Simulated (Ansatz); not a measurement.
Runs of Ansatz 0.2.0 on SiC. It takes space group P6_3mc (No. 186, hexagonal). The conventional cell has a = 3.076 Å, b = 3.076 Å, c = 10.071 Å, α = 90.00°, β = 90.00°, γ = 120.00°. Si (site symmetry 3m) is surrounded by 4 C at 1.88 to 1.89 Å. Around Si (site symmetry 3m) lie 4 C at 1.88 to 1.89 Å. C (site symmetry 3m) is surrounded by 4 Si at 1.88 to 1.89 Å. C (site symmetry 3m) is surrounded by 4 Si at 1.88 to 1.89 Å. The cell is a database's computed one.

| task | level | potentials or basis | cell | k mesh | cutoff (eV) | points for each segment of the path | gap on the mesh (eV) | pressure (GPa) | V0 of scaled cells (Å³/atom) | relaxed volume (Å³/atom) | B0 (GPa) | largest force (eV/Å) |
| --- | --- | --- | --- | --- | --- | --- | --- | --- | --- | --- | --- | --- |
| relaxation of cell and atoms | exchange-only PBE | Ansatz PAW | relaxed | 10 × 10 × 3 | 420 | - | 2.48 | 0.0 | - | 11.40 | - | - |
| equation of state | PBE | Ansatz PAW polarizable | as given | 10 × 10 × 3 | 420 | - | - | - | 10.50 | - | 213 | - |
| equation of state | PBE | Ansatz PAW earlier set | as given | 10 × 10 × 3 | 820 | - | - | - | 10.50 | - | 213 | - |
| relaxation of cell and atoms | revPBE+D3(BJ) | Ansatz PAW | relaxed | 10 × 10 × 3 | 420 | - | 2.24 | 0.0 | - | (b) | - | - |
| relaxation of cell and atoms | PBE+D3(BJ) | Ansatz PAW | relaxed | 10 × 10 × 3 | 420 | - | 2.23 | 0.0 | - | (a) | - | - |
| single point | PBE | Ansatz PAW | as given | 6 × 6 × 2 | 420 | - | 2.22 | 3.9 | - | - | - | 0.01 |
| single point | PBE | Ansatz PAW | as given | 10 × 10 × 3 | 800 | - | 2.23 | 3.9 | - | - | - | 0.01 |
| band structure | HSE06 | Ansatz PAW | as given | 8 × 8 × 2 | 420 | 4 | 3.14 | - | - | - | - | 0.01 |

Alike in all rows: no spin polarisation; smearing fermi-dirac 0.05 eV.

Estimate the missing entries.

(a) 10.28; (b) 10.17.

Caveats: odd divisions of the mesh miss points on the zone boundary, where band edges often lie, so the gap on the mesh can be too wide (some runs); the plane-wave basis is chosen anew once the cell has moved, so the energies of steps on either side of that aren't comparable (some runs); the PAW data sets come from PBE, with cores solved anew for the run's functional, which leaves a small shift of forces and pressure (some runs); the potentials were made for another functional, which shifts forces and pressure (some runs); the cell was scaled at fixed shape and fractional positions, which overstates the stiffness of a crystal with free parameters, most of all of layers and chains (some runs).

A k mesh can miss the band edges.

Not every run made on this cell is shown here.
